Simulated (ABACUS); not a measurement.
GaN under changes of volume

One of the cells (11.444 Å³/atom); the others are scaled copies at fixed shape and fractional positions:

```xyz
2
Lattice="0.0000 2.2535 2.2535 2.2535 0.0000 2.2535 2.2535 2.2535 0.0000" Properties=species:S:1:pos:R:3 pbc="T T T"
Ga    0.0000    0.0000    0.0000
N     1.1268    1.1268    1.1268
```

The cell is a database's computed one.

```yaml
Program: ABACUS 3.10.1
Functional: PBEsol
Potentials_or_basis: PseudoDojo NC SR 0.4.1 PBEsol standard
Cutoff: 1143 eV
Density_cutoff: 4572 eV
Basis: plane waves
k_mesh: 10 × 10 × 10
Occupations: fermi-dirac, width 0.05 eV
Spin: no spin polarisation
```

```tsv
volume (Å³/atom)	energy over the lowest point (meV/atom)	pressure (GPa)	gap on the mesh (eV)
10.757	22.51	12.1	2.11
10.986	?	?	?
11.215	1.42	2.9	1.84
11.444	0.00	-0.9	1.71
11.673	3.84	-4.4	1.58
11.902	12.40	-7.6	1.45
12.131	25.19	-10.4	1.33
```

Question: What does the run at 10.986 Å³/atom give?

Answer: Energy over the lowest point 8.70 meV/atom; pressure 7.3 GPa; gap on the mesh 1.97 eV.

Worked out: A Birch-Murnaghan fit of order 3 (a polynomial in V^(-2/3)) to the other rows has its minimum at 11.39 Å³/atom with B0 = V·E''(V) = 188 GPa and B' = 4.4. It gives 8.70 meV/atom at 10.986 Å³/atom, against the run's 8.70, and -dE/dV = 7.3 GPa, against 7.3. A straight line through the other rows of the gap, of slope -6.5 eV per unit of ln V (its deformation potential), gives 1.97 eV, against the run's 1.97.

Energies are extrapolated to zero smearing.

Spin-orbit coupling on Ga is left out.
